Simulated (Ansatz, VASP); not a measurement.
One calculation of As, two programs

```
As
1.0
     2.70368    0.00000    0.00000
     0.00000    2.70368    0.00000
     0.00000    0.00000    2.70368
As
1
Direct
  0.50000 0.50000 0.50000
```

This isn't the form of As at room conditions, which is rhombohedral.

Alike in both runs: task relaxation of cell and atoms; functional PBE; dispersion D4; k mesh 10 × 10 × 10; occupations fermi-dirac, width 0.05 eV; no spin polarisation.

```csv
,VASP,Ansatz
version,VASP 6.6.1,Ansatz 0.2.0
potentials or method,"VASP PAW PBE potentials, release 64 (As)",Ansatz PAW
plane-wave cutoff (eV),600,420
valence electrons in the cell,5,15
```

Ansatz gave:

```
gap on the k mesh at the Fermi level, each at its own relaxed structure (eV) : none
relaxed volume (Å³/atom)                                                     : 19.42
relaxed cell length with the largest relative difference (Å)                 : 2.688
energy change over the relaxation (meV/atom)                                 : -2
```

Q: What did VASP give for the same quantities?

A: gap on the k mesh at the Fermi level, each at its own relaxed structure (eV): none; relaxed volume (Å³/atom): 19.46; relaxed cell length with the largest relative difference (Å): 2.690; energy change over the relaxation (meV/atom): -1.

A gap of «none» marks a metal or a gap that the smearing closes. The two sets of potentials don't hold the same shells in valence.

Caveats: pairwise dispersion overbinds metals, which lowers pressure and volume; the plane-wave basis is chosen anew once the cell has moved, so the energies of steps on either side of that aren't comparable (Ansatz).
